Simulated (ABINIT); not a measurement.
# Ge (Imma) in ABINIT: relaxation of cell and atoms with r2SCAN

Aim: the relaxation of cell and atoms of Ge with r2SCAN.

Everything below comes from runs of ABINIT 10.8.3 (patched build). Logs are shortened: lines on timing, memory, paths and dates and some standing lists are left out, and cuts for length are marked. The log counts tension as positive stress, the text compression.

## (1) The crystal as given

The structure is orthorhombic, space group Imma (No. 74). Conventional cell: a = 4.992 Å, b = 5.302 Å, c = 2.874 Å, α = 90.00°, β = 90.00°, γ = 90.00°. Around Ge (site symmetry mm2) lie 6 Ge at 2.68 to 2.87 Å.

This isn't the form of Ge at room conditions, which is diamond.

## (2) Relaxation of cell and atoms, r2SCAN

File run.abi:

```
pp_dirpath "./"
pseudos "Ge.GGA_PBE-JTH.xml"

acell 3*1.0 Angstrom
rprim
    -2.4958980000     2.6508630000     1.4369470000
     2.4958980000    -2.6508630000     1.4369470000
     2.4958980000     2.6508630000    -1.4369470000
ntypat 1
znucl 32
natom 2
typat 1 1
xred
     0.3140570000     0.0640570000     0.2500000000
     0.6859430000     0.9359430000     0.7500000000
chkprim 0
chksymtnons 0
tolsym 1.0e-6

ecut 26.0
pawecutdg 48.0

kptopt 1
ngkpt 7 7 7
nshiftk 1
shiftk 0.0 0.0 0.0

ixc -497498
usekden 1
pawxcdev 0

nband 18
occopt 3
tsmear 0.05 eV

nstep 100
tolvrs 1.0e-7

iomode 3
prtwf 0
prtden 0
prteig 0
prtebands 0
enunit 1

ionmov 22
ntime 60
tolmxf 0.0005
optcell 2
dilatmx 1.08
ecutsm 0.5
```

Potentials or basis: JTH PAW PBE v2.0.

Started as:

```
$ mpirun --bind-to none -np 4 abinit run.abi > log 2>&1
```

run.abo:

```text
.Version 10.8.3 of ABINIT
 Symmetries : space group Im m a (# 74); Bravais oI (body-center ortho.)
================================================================================
 Values of the parameters that define the memory need of the present run
     intxc =       0    ionmov =      22      iscf =      17    lmnmax =      18
     lnmax =       6     mgfft =      40  mpssoang =       3    mqgrid =    3001
     natom =       2  nloc_mem =       2    nspden =       1   nspinor =       1
    nsppol =       1      nsym =       8    n1xccc =       1    ntypat =       1
    occopt =       3   xclevel =       2
       mpw =        2070          nfft =       64000          nkpt =          64
Pmy_natom=         1
 PAW method is used; the additional fine FFT grid is defined by:
   mgfftf=        50    nfftf =    125000
================================================================================
================================================================================

--------------------------------------------------------------------------------
------------- Echo of variables that govern the present computation ------------
--------------------------------------------------------------------------------
 -outvars: echo values of preprocessed input variables --------
            acell      1.8897261259E+00  1.8897261259E+00  1.8897261259E+00 Bohr
              amu      7.26100000E+01
          chkprim           0
      chksymtnons           0
          dilatmx      1.08000000E+00
             ecut      2.60000000E+01 Hartree
           ecutsm      5.00000000E-01 Hartree
           enunit           1
           ionmov          22
                       outvar_i_n : Printing only first  50 k-points.
              ixc     -497498
                       outvar_i_n : Printing only first  50 k-points.
         kptrlatt        7    0    0      0    7    0      0    0    7
          kptrlen      3.80161080E+01
            natom           2
            nband          18
            ngfft          40      40      40
          ngfftdg          50      50      50
             nkpt          64
            nstep         100
             nsym           8
            ntime          60
           ntypat           1
                       prtocc : prtvol=0, do not print more k-points.
           occopt           3
          optcell           2
        pawecutdg      4.80000000E+01 Hartree
         pawxcdev           0
           prtden           0
        prtebands           0
           prteig           0
          prtkden           1
            prtwf           0
            rprim     -2.4958980000E+00  2.6508630000E+00  1.4369470000E+00
                       2.4958980000E+00 -2.6508630000E+00  1.4369470000E+00
                       2.4958980000E+00  2.6508630000E+00 -1.4369470000E+00
          spgroup          74
           tolmxf      5.00000000E-04
           tolsym      1.00000000E-06
           tolvrs      1.00000000E-07
           tsmear      1.83746611E-03 Hartree
            typat      1  1
          usekden           1
[... 920 lines left out ...]
 cartesian coordinates (angstrom) at end:
    1      0.00000000000000     1.28329993395437     0.31663986029963
    2      2.53752919731035     1.28329993395437     1.11832395190365

 cartesian forces (hartree/bohr) at end:
    1     -0.00000000000000     0.00000000000000     0.00000475065985
    2      0.00000000000000    -0.00000000000000    -0.00000475065985
 frms,max,avg= 2.7427947E-06 4.7506599E-06   0.000E+00  0.000E+00  0.000E+00 h/b

 cartesian forces (eV/Angstrom) at end:
    1     -0.00000000000000     0.00000000000000     0.00024428875178
    2      0.00000000000000    -0.00000000000000    -0.00024428875178
 frms,max,avg= 1.4104018E-04 2.4428875E-04   0.000E+00  0.000E+00  0.000E+00 e/A
 length scales=  7.339733846437  7.339733846437  7.339733846437 bohr
              =  3.884019882993  3.884019882993  3.884019882993 angstroms
 Fermi (or HOMO) energy (eV) =   8.89672   Average Vxc (eV)= -11.13176
 Eigenvalues (   eV  ) for nkpt=  64  k points:
 kpt#   1, nband= 18, wtk=  0.00292, kpt=  0.0000  0.0000  0.0000 (reduced coord)
 -16.50776  -16.43556  -16.41607  -16.40473  -16.32956  -16.31167  -16.29684  -16.29606
 -16.22097  -16.15742   -4.89354    5.26812    6.57550    6.64728   12.94753   16.82383
  17.01629   17.09886
 prteigrs : prtvol=0 or 1, do not print more k-points.

--- !EnergyTerms
iteration_state     : {dtset: 1, itime: 8, icycle: 1, }
comment             : Components of total free energy in Hartree
kinetic             :  1.28801600965467E+01
hartree             :  3.47005163840804E+01
xc                  : -4.30694498585405E+00
Ewald energy        : -1.11687891887333E+02
psp_core            :  4.49808473779040E+00
local_psp           : -1.22438044985559E+02
PAW spherical_terms :  9.58892045237103E+00
internal            : -1.76765200187957E+02
'-kT*entropy'       : -1.41816303282702E-04
total_energy        : -1.76765342004260E+02
total_energy_eV     : -4.81002999618086E+03
...

--- !EnergyTermsDC
iteration_state     : {dtset: 1, itime: 8, icycle: 1, }
comment             : '"Double-counting" decomposition of free energy'
band_energy         : -1.10282190310734E+01
Ewald energy        : -1.11687891887333E+02
psp_core            :  4.49808473779040E+00
xc_dc               : -3.32599901220716E+01
PAW spherical_terms : -2.52871785575658E+01
internal            : -1.76765194860253E+02
'-kT*entropy'       : -1.41816303282702E-04
total_energy_dc     : -1.76765336676556E+02
total_energy_dc_eV  : -4.81002985120664E+03
...

--- !EnergyTermsWithPAWCore
iteration_state     : {dtset: 1, itime: 8, icycle: 1, }
comment             : 'Components of total free energy, including PAW core contributions'
Total energy        : -4.19855459737211E+03
Total energy DC     : -4.19855459204440E+03
Total energy (eV)   : -1.14248490823932E+05
Total energy DC (eV): -1.14248490678957E+05
...

 rms coord change=  3.7782E-02   atom, delta coord (reduced):
     1        0.046273259762      0.046273259762      0.000000000000
     2       -0.046273259762     -0.046273259762      0.000000000000

 Cartesian components of stress tensor (hartree/bohr^3)
  sigma(1 1)= -3.10187845E-07  sigma(3 2)=  0.00000000E+00
  sigma(2 2)=  3.09766030E-07  sigma(3 1)=  0.00000000E+00
  sigma(3 3)= -8.68308662E-07  sigma(2 1)=  0.00000000E+00

-Cartesian components of stress tensor (GPa)         [Pressure=  8.5196E-03 GPa]
- sigma(1 1)= -9.12604148E-03  sigma(3 2)=  0.00000000E+00
- sigma(2 2)=  9.11363126E-03  sigma(3 1)=  0.00000000E+00
- sigma(3 3)= -2.55465228E-02  sigma(2 1)=  0.00000000E+00

== END DATASET(S) ==============================================================
================================================================================

 -outvars: echo values of variables after computation  --------
            acell      7.3397338464E+00  7.3397338464E+00  7.3397338464E+00 Bohr
           etotal     -1.7676533668E+02
            fcart     -4.7171058786E-22  1.2651253644E-22  4.7506598549E-06
                       4.7171058786E-22 -1.2651253644E-22 -4.7506598549E-06
            rprim     -6.5332549105E-01  6.6081017740E-01  3.6945326117E-01
                       6.5332549105E-01 -6.6081017740E-01  3.6945326117E-01
                       6.5332549105E-01  6.6081017740E-01 -3.6945326117E-01
           strten     -3.1018784531E-07  3.0976603041E-07 -8.6830866176E-07
                       0.0000000000E+00  0.0000000000E+00  0.0000000000E+00
           xangst      5.1672422335E-16  1.2832999340E+00  3.1663986030E-01
                       2.5375291973E+00  1.2832999340E+00  1.1183239519E+00
             xred      3.6033025976E-01  1.1033025976E-01  2.5000000000E-01
                       6.3966974024E-01  8.8966974024E-01  7.5000000000E-01
 Calculation completed.
```

Wall time 8.1 min (4 MPI ranks of Arm Neoverse V2, shared host); peak memory 0.68 GiB.

What came out:

| Property | Result |
| --- | --- |
| Free energy | -4810.0299 eV |
| Relaxed volume | 18.69 Å³/atom |
| Relaxed cell | a = 3.884 Å, b = 3.884 Å, c = 3.884 Å, α = 98.41°, β = 97.28°, γ = 136.64° |
| Space group after relaxing (to 0.05 Å) | Imma (No. 74) |
| Energy gained by relaxing | 17.6 meV/atom |
| Ionic steps | 8 |
| Pressure after relaxing | 0.0 GPa |
| Band gap on the k mesh | none (metal or under the smearing width) |
| Valence electrons inside the program's atomic spheres | Ge 12.25 (radii [1.2196] Å) |

Step by step:
```csv
step,energy change (eV),largest force (eV/Å),pressure (GPa),volume (Å³)
1,0.0000,0.1034,-1.65,38.03
2,-0.0039,0.1107,-1.28,37.84
3,-0.0137,0.1745,1.09,36.84
4,-0.0223,0.1311,0.51,37.06
5,-0.0298,0.0598,0.32,37.18
6,-0.0345,0.0107,-0.16,37.46
7,-0.0351,0.0018,0.07,37.35
8,-0.0351,0.0002,0.01,37.38
```

Final structure:
```
Ge
1.0
    -2.53753    2.56660    1.43496
     2.53753   -2.56660    1.43496
     2.53753    2.56660   -1.43496
Ge
2
Direct
  0.36033 0.11033 0.25000
  0.63967 0.88967 0.75000
```

Caveat: the k mesh is coarse (spacing up to 0.36 Å⁻¹), so the values aren't converged; totals of a meta-GGA on PAW files have another zero than those of a GGA; the PAW data sets were made with another functional, which shifts forces and pressure a little.
